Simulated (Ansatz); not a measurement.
**BN: pressure up to the limit of the methods**

The task here is to estimate one member of a computed series from the others.

Program: Ansatz 0.2.0. Level of theory: DFT, PBE, PAW with Ansatz's default frozen-core files, scalar-relativistic. These are calculated values, not measurements.

### The structure to begin with

It takes space group Pm-3m (No. 221, cubic). The conventional cell has a = 2.714 Å, b = 2.714 Å, c = 2.714 Å, α = 90.00°, β = 90.00°, γ = 90.00°. B (site symmetry m-3m) has 8 N at 2.35 Å as nearest neighbours. N (site symmetry m-3m) has 8 B at 2.35 Å as nearest neighbours.

As a file:

```cif
data_structure
_symmetry_space_group_name_H-M 'P 1'
_symmetry_Int_Tables_number 1
_cell_length_a 2.7144
_cell_length_b 2.7144
_cell_length_c 2.7144
_cell_angle_alpha 90.000
_cell_angle_beta 90.000
_cell_angle_gamma 90.000
_cell_volume 20.00
loop_
_atom_site_label
_atom_site_type_symbol
_atom_site_fract_x
_atom_site_fract_y
_atom_site_fract_z
_atom_site_occupancy
B1 B 0.00000 0.00000 0.00000 1
N1 N 0.50000 0.50000 0.50000 1
```

Whether this phase is the stable one at these pressures isn't tested.

Atoms are numbered in the order of the input: B1, N2.

Set-up of the first run:

Contents of input.yaml:

```yaml
crystal:
  lattice:
    - [2.7144176166, 0.0, 0.0]
    - [0.0, 2.7144176166, 0.0]
    - [0.0, 0.0, 2.7144176166]
  atoms:
    - { symbol: B, position: [0.0, 0.0, 0.0] }
    - { symbol: "N", position: [0.5, 0.5, 0.5] }
kpoints:
  mp_grid: { grid: [14, 14, 14] }
scf:
  occupations: { method: fermi_dirac, width: 0.05 }
hamiltonian:
  xc: pbe
  pseudopotentials: { kind: paw }
output:
  forces: true
  stress: true
  write_density: true
  write_potential: true
  elf: true
  volumetric_format: npy
relax:
  f_tol: 0.005
  max_steps: 40
  cell: {}
```

Command:

```bash
ansatz run input.yaml --threads 1 --pin off --max-ram 2048MiB --backend cpu --events-out ev --progress --plain --runs-dir out
```

Among the steps run: Cell relaxed at zero pressure, PAW; Volume scaled by 1, PAW; Volume scaled by 0.94, PAW; Volume scaled by 0.88, PAW; Volume scaled by 0.8, PAW; Volume scaled by 0.8, PAW (partial_waves polarizable); Volume scaled by 0.72, PAW; Volume scaled by 0.64, PAW; Volume scaled by 0.55, PAW; Volume scaled by 0.55, PAW (partial_waves polarizable).

One of the session's tables, all rows but one given; the rest of the session is left out.

```
                         method  volume over the first  volume (Å³/atom)  pressure (GPa)
                            PAW                      1             6.247           -0.01
                            PAW                   0.94             5.872           17.08
                            PAW                   0.88             5.497           40.44
                            PAW                    0.8             4.997           85.63
                            PAW                   0.72             4.497          155.85
                            PAW                   0.64                 ?               ?
                            PAW                   0.55             3.436          472.24
PAW (partial_waves polarizable)                    0.8             4.997           85.63
PAW (partial_waves polarizable)                   0.55             3.436          472.24
```

**Question.** Estimate the row for PAW, 0.64.

As computed: volume (Å³/atom): 3.998; pressure (GPa): 266.54. In the column «volume (Å³/atom)» it lies between PAW (partial_waves polarizable), 0.55 (3.436) and PAW, 0.72 (4.497).
